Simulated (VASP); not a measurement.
A run of VASP 6.6.1 is set up as follows.

The input INCAR:

```
PREC = Accurate
ENCUT = 520
EDIFF = 1E-6
ISMEAR = 0
SIGMA = 0.15
LREAL = False
LASPH = True
NELM = 100
ALGO = Fast
ISIF = 2
LWAVE = False
LCHARG = True
GGA = PE
LELF = True
LVHAR = True
NBANDS = 20
```

The input KPOINTS:

```
Automatic mesh
0
Gamma
  24 24 14
```

POSCAR

```
Mn
1.0
    2.2756660860      0.0000000000      0.0000000000
   -1.1378330430      1.9707846411      0.0000000000
    0.0000000000      0.0000000000      4.7957555718
Mn
2
Direct
    0.6666666667      0.3333333333      0.7500000000
    0.3333333333      0.6666666667      0.2500000000
```

Potentials or basis: VASP PAW PBE potentials, release 64 (Mn_pv).

Launch:

```console
$ cat potpaw_PBE.64/Mn_pv/POTCAR > POTCAR
$ mpirun -np 1 vasp_std > vasp.out
```

Estimate the band gap on the k mesh.

none (metal or under the smearing width).

What does it give for the pressure?

18.6 GPa.

Stress tensor (GPa, compression positive):
```
 46.75   0.00   0.00
  0.00  46.75   0.00
  0.00   0.00 -37.65
```

Caveat: so large a pressure means that the cell lies far from this level's equilibrium, or that cutoff or potentials fall short; the run has no spin polarisation, though such a crystal can be magnetic. Spin polarisation is off, so any magnetic state and its effect on volume and gap are missing.
